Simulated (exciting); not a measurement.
# BaO: the O K edge from the Bethe–Salpeter equation

How far do the exchange and direct terms reshape the O K edge of BaO?

Calculated with exciting sodium; X-ray absorption, core-level Bethe-Salpeter equation, exchange and statically screened direct term, Tamm-Dancoff, all-electron LAPW+lo LDA.

Most raw output is cut from this account.

The database entry behind the starting cell differs from later determinations by our own check (about 0.7 % short), so it need not match the best structure at ambient conditions.

## 1. Starting point

It takes space group Fm-3m (No. 225, cubic). The conventional cell has a = 5.500 Å, b = 5.500 Å, c = 5.500 Å, α = 90.00°, β = 90.00°, γ = 90.00°. Nearest to Ba lie 6 O at 2.75 Å. O has 6 Ba at 2.75 Å nearest. Farther neighbours and most contacts between anions are not listed.

Structure file:

```
Ba O
1.0
     0.00000    2.75000    2.75000
     2.75000    0.00000    2.75000
     2.75000    2.75000    0.00000
Ba O
1 1
Cartesian
  0.0000 0.0000 0.0000
  2.7500 2.7500 2.7500
```

Differences between curves are given as r.m.s. difference over r.m.s. height.

## 2. The self-consistent potential

The species files are the program's own, with muffin-tin radii set in the input.

input.xml reads:

```
<input>
  <title>BaO</title>
  <structure speciespath="." autormt="false" epslat="1.0e-5">
    <crystal>
      <basevect>0.0000000000 5.1967468418 5.1967468418</basevect>
      <basevect>5.1967468418 0.0000000000 5.1967468418</basevect>
      <basevect>5.1967468418 5.1967468418 0.0000000000</basevect>
    </crystal>
    <species speciesfile="Ba.xml" rmt="2.464">
      <atom coord="0.0000000000 0.0000000000 0.0000000000"/>
    </species>
    <species speciesfile="O.xml" rmt="2.300">
      <atom coord="0.5000000000 0.5000000000 0.5000000000"/>
    </species>
  </structure>
  <groundstate do="fromscratch" xctype="LDA_PW" ngridk="4 4 4" rgkmax="7" gmaxvr="14" nempty="8" swidth="0.001" maxscl="100" epsengy="1e-5"/>
</input>
```

Started as:

```console
$ OMP_NUM_THREADS=1 mpirun -n 4 exciting
```

Elapsed: 20 s, on 4 MPI ranks of Arm Neoverse V1, shared host.

The warnings file holds hints only, no warning.

The mesh shows a gap of 1.83 eV. Core levels (Dirac, from the valence top):

| atom | level | energy (eV) |
| --- | --- | --- |
| Ba | 2p3/2 | -5149.2 |
| Ba | 3s1/2 | -1231.7 |
| Ba | 3p1/2 | -1089.4 |
| Ba | 3p3/2 | -1015.7 |
| Ba | 3d3/2 | -765.1 |
| Ba | 3d5/2 | -749.4 |
| Ba | 4s1/2 | -234.5 |
| Ba | 4p1/2 | -182.8 |
| Ba | 4p3/2 | -167.3 |
| O | 1s1/2 | -499.7 |

## 3. A richer basis for the empty states

Each species file gets more local orbitals, built from u and its energy derivative at 0.15 Ha and u at 0.9 Ha.

input.xml is that of step 2.

SPECIES.xml, added lines reads:

```
<lo l="L">  <!-- L = 0, 1, 2, and 3 from Cs on -->
  <wf matchingOrder="0" trialEnergy="0.1500" searchE="false"/>
  <wf matchingOrder="1" trialEnergy="0.1500" searchE="false"/>
  <wf matchingOrder="0" trialEnergy="0.9000" searchE="false"/>
</lo>
```

Started as:

```console
$ OMP_NUM_THREADS=1 mpirun -n 4 exciting
```

Run time: 16 s. Hardware: 4 MPI ranks.

Against the first ground state the total energy moves by -22 meV an atom and the gap by -0.01 eV.

## 4. Screening, kernels and BSE for O atom 2

The absorber has 6 Ba at 2.75 Å (octahedral, site symmetry m-3m).

Changes to input.xml since step 3:

```diff
@@ -15,3 +15,20 @@
   </structure>
-  <groundstate do="fromscratch" xctype="LDA_PW" ngridk="4 4 4" rgkmax="7" gmaxvr="14" nempty="8" swidth="0.001" maxscl="100" epsengy="1e-5"/>
+  <groundstate do="skip" xctype="LDA_PW" ngridk="4 4 4" rgkmax="7" gmaxvr="14" nempty="8" swidth="0.001" maxscl="100" epsengy="1e-5"/>
+  <xs xstype="BSE" ngridk="5 5 5" ngridq="5 5 5" vkloff="0.097 0.273 0.493" rgkmax="7" nempty="33" gqmax="3" lmaxapwwf="5" lmaxemat="2" broad="0.01654" tevout="true">
+    <energywindow intv="17.984 19.601" points="439"/>
+    <screening screentype="full" nempty="50"/>
+    <BSE xas="true" xasspecies="2" xasatom="1" xasedge="K" bsetype="singlet" nstlxas="1 29"/>
+    <qpointset>
+      <qpoint>0 0 0</qpoint>
+    </qpointset>
+    <plan>
+      <doonly task="xsgeneigvec"/>
+      <doonly task="writepmatxs"/>
+      <doonly task="scrgeneigvec"/>
+      <doonly task="scrwritepmat"/>
+      <doonly task="screen"/>
+      <doonly task="scrcoulint"/>
+      <doonly task="exccoulint"/>
+    </plan>
+  </xs>
 </input>
```

input.xml for the last start (plan only) reads:

```
  <plan>
    <doonly task="bse"/>
  </plan>
```

Started as:

```console
$ OMP_NUM_THREADS=1 mpirun -n 4 exciting
$ OMP_NUM_THREADS=4 exciting
```

It took 21 min on 4 MPI ranks.

Wall time by task: xsgeneigvec 5.1 s, writepmatxs 7.6 s, scrgeneigvec 3 s, scrwritepmat 2.4 s, screen 92 s, scrcoulint 8.9 min, exccoulint 7.4 min, bse 2.7 min.

The O K spectrum of O atom 2 (energy from the Kohn–Sham onset, core level to the lowest empty state found on the meshes used, 501.38 eV; the ground-state mesh sets it, and the shifted mesh has its lowest transition 0.08 eV above it; Im ε scaled to the maximum of the singlet run; cut below the end of the band set):

| E (eV) | Im ε |
| --- | --- |
| -3.5 | 0.02 |
| -3.0 | 0.03 |
| -2.5 | 0.04 |
| -2.0 | 0.05 |
| -1.5 | 0.06 |
| -1.0 | 0.10 |
| -0.5 | 0.17 |
| 0.0 | 0.34 |
| 0.5 | 0.64 |
| 1.0 | 0.95 |
| 1.5 | 0.96 |
| 2.0 | 0.74 |
| 2.5 | 0.59 |
| 3.0 | 0.61 |
| 3.5 | 0.59 |
| 4.0 | 0.58 |
| 4.5 | 0.72 |
| 5.0 | 0.69 |
| 5.5 | 0.63 |
| 6.0 | 0.66 |
| 6.5 | 0.53 |
| 7.0 | 0.38 |
| 7.5 | 0.39 |
| 8.0 | 0.32 |
| 8.5 | 0.22 |
| 9.0 | 0.18 |
| 9.5 | 0.17 |
| 10.0 | 0.18 |
| 10.5 | 0.19 |
| 11.0 | 0.19 |
| 11.5 | 0.17 |
| 12.0 | 0.14 |
| 12.5 | 0.13 |
| 13.0 | 0.14 |
| 13.5 | 0.17 |
| 14.0 | 0.19 |
| 14.5 | 0.15 |
| 15.0 | 0.13 |
| 15.5 | 0.14 |
| 16.0 | 0.20 |
| 16.5 | 0.30 |
| 17.0 | 0.41 |
| 17.5 | 0.45 |
| 18.0 | 0.46 |
| 18.5 | 0.42 |
| 19.0 | 0.37 |
| 19.5 | 0.29 |
| 20.0 | 0.21 |
| 20.5 | 0.15 |
| 21.0 | 0.12 |
| 21.5 | 0.11 |
| 22.0 | 0.12 |
| 22.5 | 0.12 |
| 23.0 | 0.12 |
| 23.5 | 0.13 |
| 24.0 | 0.15 |
| 24.5 | 0.20 |
| 25.0 | 0.20 |
| 25.5 | 0.21 |
| 26.0 | 0.19 |
| 26.5 | 0.17 |

Maxima (height): 1.2 eV (1.00), 3.1 eV (0.62), 4.7 eV (0.75), 6.0 eV (0.66), 7.5 eV (0.39), 17.9 eV (0.46) and 25.4 eV (0.21); 2 lower ones aren't listed.

The Hamiltonian has 7250 rows. The lowest groups of eigenvalues and the brightest ones, on the scale above (the program counts from the shifted mesh's onset, 0.08 eV higher). Core spinors bring spin-forbidden partners, so dark means forbidden by spin or by symmetry, and the shifted mesh splits states that symmetry would keep together:

| energy (eV) | states within 10 meV | relative strength |
| --- | --- | --- |
| -0.466 | 2 | 0.0054 |
| -0.319 | 2 | 0.0044 |
| -0.302 | 2 | 0.0093 |
| -0.096 | 2 | 0.13 |
| -0.062 | 2 | 0.049 |
| -0.036 | 2 | 0.0011 |
| 0.861 | 2 | 1.00 |
| 0.916 | 1 | 0.48 |
| 1.234 | 2 | 0.66 |
| 1.279 | 2 | 0.53 |
| 1.416 | 4 | 0.67 |
| 4.680 | 4 | 0.52 |
| 4.716 | 6 | 0.55 |

## 5. Independent particles

Changes to input.xml since step 4:

```diff
@@ -19,3 +19,3 @@
     <screening screentype="full" nempty="50"/>
-    <BSE xas="true" xasspecies="2" xasatom="1" xasedge="K" bsetype="singlet" nstlxas="1 29"/>
+    <BSE xas="true" xasspecies="2" xasatom="1" xasedge="K" bsetype="IP" nstlxas="1 29"/>
     <qpointset>
@@ -24,9 +24,3 @@
     <plan>
-      <doonly task="xsgeneigvec"/>
-      <doonly task="writepmatxs"/>
-      <doonly task="scrgeneigvec"/>
-      <doonly task="scrwritepmat"/>
-      <doonly task="screen"/>
-      <doonly task="scrcoulint"/>
-      <doonly task="exccoulint"/>
+      <doonly task="bse"/>
     </plan>
```

Started as:

```console
$ OMP_NUM_THREADS=4 exciting
```

Elapsed: 3 s, on 4 threads.

Maxima (height): 4.0 eV (0.54), 5.7 eV (0.52), 7.4 eV (0.82), 8.9 eV (0.68) and 20.1 eV (0.58); 3 lower ones aren't listed. Against the singlet run the r.m.s. difference is 64 %. Moving the earlier curve by +2.4 eV leaves 33 %. The highest maximum lies at 7.4 eV (0.82), against 1.2 eV (1.00).

## 6. Exchange alone

Changes to input.xml since step 5:

```diff
@@ -19,3 +19,3 @@
     <screening screentype="full" nempty="50"/>
-    <BSE xas="true" xasspecies="2" xasatom="1" xasedge="K" bsetype="IP" nstlxas="1 29"/>
+    <BSE xas="true" xasspecies="2" xasatom="1" xasedge="K" bsetype="RPA" nstlxas="1 29"/>
     <qpointset>
```

Started as:

```console
$ OMP_NUM_THREADS=4 exciting
```

The job ended after 2.7 min (4 threads).

Maxima (height): 4.1 eV (0.52), 5.8 eV (0.51), 7.4 eV (0.81), 8.9 eV (0.69) and 20.2 eV (0.59); 3 lower ones aren't listed. Against the independent-particle run the r.m.s. difference is 3 %.

## 7. Direct term alone

Changes to input.xml since step 6:

```diff
@@ -19,3 +19,3 @@
     <screening screentype="full" nempty="50"/>
-    <BSE xas="true" xasspecies="2" xasatom="1" xasedge="K" bsetype="RPA" nstlxas="1 29"/>
+    <BSE xas="true" xasspecies="2" xasatom="1" xasedge="K" bsetype="triplet" nstlxas="1 29"/>
     <qpointset>
```

Started as:

```console
$ OMP_NUM_THREADS=4 exciting
```

Elapsed: 2.7 min, on 4 threads.

Maxima (height): 1.2 eV (1.05), 3.1 eV (0.62), 4.6 eV (0.75), 5.9 eV (0.64) and 17.8 eV (0.46); 4 lower ones aren't listed. Against the singlet run the r.m.s. difference is 4 %. The highest maximum lies at 1.2 eV (1.05), against 1.2 eV (1.00).

## 8. Broadening

Changed against the first singlet run: half width (eV) from 0.45 to 0.11.

Changes to input.xml since step 7:

```diff
@@ -16,6 +16,6 @@
   <groundstate do="skip" xctype="LDA_PW" ngridk="4 4 4" rgkmax="7" gmaxvr="14" nempty="8" swidth="0.001" maxscl="100" epsengy="1e-5"/>
-  <xs xstype="BSE" ngridk="5 5 5" ngridq="5 5 5" vkloff="0.097 0.273 0.493" rgkmax="7" nempty="33" gqmax="3" lmaxapwwf="5" lmaxemat="2" broad="0.01654" tevout="true">
-    <energywindow intv="17.984 19.601" points="439"/>
+  <xs xstype="BSE" ngridk="5 5 5" ngridq="5 5 5" vkloff="0.097 0.273 0.493" rgkmax="7" nempty="33" gqmax="3" lmaxapwwf="5" lmaxemat="2" broad="0.00404" tevout="true">
+    <energywindow intv="17.984 19.601" points="1199"/>
     <screening screentype="full" nempty="50"/>
-    <BSE xas="true" xasspecies="2" xasatom="1" xasedge="K" bsetype="triplet" nstlxas="1 29"/>
+    <BSE xas="true" xasspecies="2" xasatom="1" xasedge="K" bsetype="singlet" nstlxas="1 29"/>
     <qpointset>
```

Started as:

```console
$ OMP_NUM_THREADS=4 exciting
```

Wall time 2.7 min (4 threads).

Against the singlet run the r.m.s. difference is 26 %. The highest maximum lies at 1.3 eV (1.49), against 1.2 eV (1.00). Only the width of each line changes; the area stays. A table step wider than the lines misses their tops.

| E (eV) | first run | this run |
| --- | --- | --- |
| -3.0 | 0.03 | 0.01 |
| -2.0 | 0.05 | 0.01 |
| -1.0 | 0.10 | 0.02 |
| 0.0 | 0.34 | 0.24 |
| 1.0 | 0.95 | 1.26 |
| 2.0 | 0.74 | 0.83 |
| 3.0 | 0.61 | 0.69 |
| 4.0 | 0.58 | 0.50 |
| 5.0 | 0.69 | 0.65 |
| 6.0 | 0.66 | 0.87 |
| 7.0 | 0.38 | 0.28 |
| 8.0 | 0.32 | 0.30 |
| 9.0 | 0.18 | 0.12 |
| 10.0 | 0.18 | 0.16 |
| 11.0 | 0.19 | 0.16 |
| 12.0 | 0.14 | 0.13 |
| 13.0 | 0.14 | 0.13 |
| 14.0 | 0.19 | 0.25 |
| 15.0 | 0.13 | 0.09 |
| 16.0 | 0.20 | 0.17 |
| 17.0 | 0.41 | 0.53 |
| 18.0 | 0.46 | 0.54 |
| 19.0 | 0.37 | 0.40 |
| 20.0 | 0.21 | 0.18 |
| 21.0 | 0.12 | 0.08 |
| 22.0 | 0.12 | 0.11 |
| 23.0 | 0.12 | 0.09 |
| 24.0 | 0.15 | 0.13 |
| 25.0 | 0.20 | 0.19 |
| 26.0 | 0.19 | 0.19 |

## 9. Local-field cutoff

Changed against the first singlet run: cutoff of the kernels (bohr⁻¹) from 3 to 2.

Changes to input.xml since step 8:

```diff
@@ -16,4 +16,4 @@
   <groundstate do="skip" xctype="LDA_PW" ngridk="4 4 4" rgkmax="7" gmaxvr="14" nempty="8" swidth="0.001" maxscl="100" epsengy="1e-5"/>
-  <xs xstype="BSE" ngridk="5 5 5" ngridq="5 5 5" vkloff="0.097 0.273 0.493" rgkmax="7" nempty="33" gqmax="3" lmaxapwwf="5" lmaxemat="2" broad="0.00404" tevout="true">
-    <energywindow intv="17.984 19.601" points="1199"/>
+  <xs xstype="BSE" ngridk="5 5 5" ngridq="5 5 5" vkloff="0.097 0.273 0.493" rgkmax="7" nempty="33" gqmax="2" lmaxapwwf="5" lmaxemat="2" broad="0.01654" tevout="true">
+    <energywindow intv="17.984 19.601" points="439"/>
     <screening screentype="full" nempty="50"/>
@@ -24,3 +24,6 @@
     <plan>
-      <doonly task="bse"/>
+      <doonly task="xsgeneigvec"/>
+      <doonly task="screen"/>
+      <doonly task="scrcoulint"/>
+      <doonly task="exccoulint"/>
     </plan>
```

input.xml for the last start (plan only) reads:

```
  <plan>
    <doonly task="bse"/>
  </plan>
```

Started as:

```console
$ OMP_NUM_THREADS=1 mpirun -n 4 exciting
$ OMP_NUM_THREADS=4 exciting
```

Run time: 10 min. Hardware: 4 MPI ranks.

These settings are cheaper. Against the singlet run the r.m.s. difference is 7 %. The highest maximum lies at 1.3 eV (0.91), against 1.2 eV (1.00). The kernels miss the short-range part of the Coulomb interaction, its components above their cutoff.

| E (eV) | first run | this run |
| --- | --- | --- |
| -3.0 | 0.03 | 0.03 |
| -2.0 | 0.05 | 0.04 |
| -1.0 | 0.10 | 0.09 |
| 0.0 | 0.34 | 0.30 |
| 1.0 | 0.95 | 0.84 |
| 2.0 | 0.74 | 0.71 |
| 3.0 | 0.61 | 0.57 |
| 4.0 | 0.58 | 0.54 |
| 5.0 | 0.69 | 0.69 |
| 6.0 | 0.66 | 0.68 |
| 7.0 | 0.38 | 0.41 |
| 8.0 | 0.32 | 0.34 |
| 9.0 | 0.18 | 0.19 |
| 10.0 | 0.18 | 0.19 |
| 11.0 | 0.19 | 0.20 |
| 12.0 | 0.14 | 0.15 |
| 13.0 | 0.14 | 0.15 |
| 14.0 | 0.19 | 0.19 |
| 15.0 | 0.13 | 0.14 |
| 16.0 | 0.20 | 0.20 |
| 17.0 | 0.41 | 0.41 |
| 18.0 | 0.46 | 0.49 |
| 19.0 | 0.37 | 0.40 |
| 20.0 | 0.21 | 0.23 |
| 21.0 | 0.12 | 0.13 |
| 22.0 | 0.12 | 0.13 |
| 23.0 | 0.12 | 0.13 |
| 24.0 | 0.15 | 0.16 |
| 25.0 | 0.20 | 0.22 |
| 26.0 | 0.19 | 0.19 |

## 10. The levels of theory side by side

| level | curve passes 0.15 (eV) | highest maximum (eV) | its height |
| --- | --- | --- | --- |
| IP | 1.4 | 7.4 | 0.82 |
| RPA | 1.5 | 7.4 | 0.81 |
| direct only | -0.6 | 1.2 | 1.05 |
| singlet | -0.6 | 1.2 | 1.00 |

| E (eV) | IP | RPA | direct only | singlet |
| --- | --- | --- | --- | --- |
| -3.0 | 0.01 | 0.01 | 0.03 | 0.03 |
| -2.0 | 0.02 | 0.02 | 0.05 | 0.05 |
| -1.0 | 0.02 | 0.02 | 0.10 | 0.10 |
| 0.0 | 0.04 | 0.04 | 0.38 | 0.34 |
| 1.0 | 0.11 | 0.10 | 1.02 | 0.95 |
| 2.0 | 0.27 | 0.26 | 0.74 | 0.74 |
| 3.0 | 0.45 | 0.43 | 0.62 | 0.61 |
| 4.0 | 0.53 | 0.51 | 0.59 | 0.58 |
| 5.0 | 0.42 | 0.40 | 0.68 | 0.69 |
| 6.0 | 0.52 | 0.50 | 0.64 | 0.66 |
| 7.0 | 0.70 | 0.68 | 0.37 | 0.38 |
| 8.0 | 0.54 | 0.55 | 0.31 | 0.32 |
| 9.0 | 0.67 | 0.69 | 0.17 | 0.18 |
| 10.0 | 0.29 | 0.30 | 0.17 | 0.18 |
| 11.0 | 0.23 | 0.23 | 0.19 | 0.19 |
| 12.0 | 0.23 | 0.23 | 0.14 | 0.14 |
| 13.0 | 0.17 | 0.17 | 0.14 | 0.14 |
| 14.0 | 0.17 | 0.18 | 0.18 | 0.19 |
| 15.0 | 0.21 | 0.21 | 0.13 | 0.13 |
| 16.0 | 0.13 | 0.13 | 0.20 | 0.20 |
| 17.0 | 0.18 | 0.18 | 0.41 | 0.41 |
| 18.0 | 0.30 | 0.30 | 0.45 | 0.46 |
| 19.0 | 0.44 | 0.43 | 0.35 | 0.37 |
| 20.0 | 0.57 | 0.58 | 0.20 | 0.21 |
| 21.0 | 0.37 | 0.39 | 0.12 | 0.12 |
| 22.0 | 0.19 | 0.20 | 0.11 | 0.12 |
| 23.0 | 0.17 | 0.18 | 0.12 | 0.12 |
| 24.0 | 0.16 | 0.17 | 0.15 | 0.15 |
| 25.0 | 0.21 | 0.21 | 0.20 | 0.20 |
| 26.0 | 0.26 | 0.27 | 0.18 | 0.19 |

## 11. Results

- absorber and edge: O K, atom 2
- surroundings: 6 Ba at 2.75 Å (octahedral, site symmetry m-3m)
- first bright state: -0.10 eV from the Kohn–Sham onset, on this mesh
- highest maximum: 1.2 eV
- cost of the BSE run: 21 min on 4 MPI ranks of Arm Neoverse V1, shared host; the last task ran on as many threads

**Reading.** Is a core exciton bound? Undecided on this mesh: the first bright state (over 5 % of the brightest) lies at -0.10 eV from the Kohn–Sham onset and at -0.17 eV from the lowest bare transition of its own mesh; weaker or dark states reach down to -0.47 eV. Changing the half width (eV) from 0.45 to 0.11 alters the spectrum by 26 % r.m.s. Exchange alone changes the independent-particle spectrum by 3 % r.m.s. Leaving exchange out of the full kernel changes the spectrum by 4 % r.m.s. With 125 k points the binding energies are rough. The kernel cutoff is low for a compact core orbital, so the effect of exchange is a lower bound. The zero comes from the unshifted 4×4×4 ground-state mesh; it is exact only where the band minimum lies on that mesh. The Kohn–Sham onset, 501 eV, is no photon energy: the scale needs a rigid shift. Bands and screening come from semilocal DFT, whose small gap overscreens. Vibrations and energy-dependent lifetimes are left out. The structure is a published determination, not relaxed.

[Logs are printed without paths, hosts, clocks, repeated set-up lines and the standing remarks that a program may print on its own settings, such as how far it seeks lower states.]

[Hosts, paths, dates, database ids (printed as entryN), source tags and the programs' standing remarks are cut or masked in the printed files.]
